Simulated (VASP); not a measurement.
Runs of VASP 6.6.1 on CdS (Greenockite). It takes space group P6_3mc (No. 186, hexagonal). The conventional cell has a = 4.131 Å, b = 4.131 Å, c = 6.725 Å, α = 90.00°, β = 90.00°, γ = 120.00°. Around Cd (site symmetry 3m) lie 4 S at 2.53 Å. S (site symmetry 3m) has 4 Cd at 2.53 Å as nearest neighbours. 

```tsv
task	level	potentials or basis	spin	cell	k mesh	cutoff (eV)	gap on the mesh (eV)	pressure (GPa)
band structure	TB-mBJ	VASP PAW PBE potentials, release 64 (Cd, S)	off	as given	9 × 9 × 4	520	(a)	-
band structure	r2SCAN	VASP PAW PBE potentials, release 64 (Cd, S)	off	as given	9 × 9 × 4	520	(b)	1.7
relaxation of cell and atoms	PBEsol	VASP PAW PBE potentials, release 64 (Cd, S)	off	relaxed	9 × 9 × 4	600	1.08	0.0
band structure	LDA	VASP PAW LDA potentials, release 64 (Cd, S)	off	as given	9 × 9 × 4	520	0.96	-2.1
```

Alike in all rows: smearing gaussian 0.03 eV.

Problem. Estimate the missing entries.

Solution. (a) 2.73; (b) 1.68.

Caveats: the PAW data sets were made with another functional, which shifts forces and pressure a little (some runs).

A k mesh can miss the band edges, and the runs leave out spin-orbit coupling on Cd.

Runs at the PBE level aren't shown here.
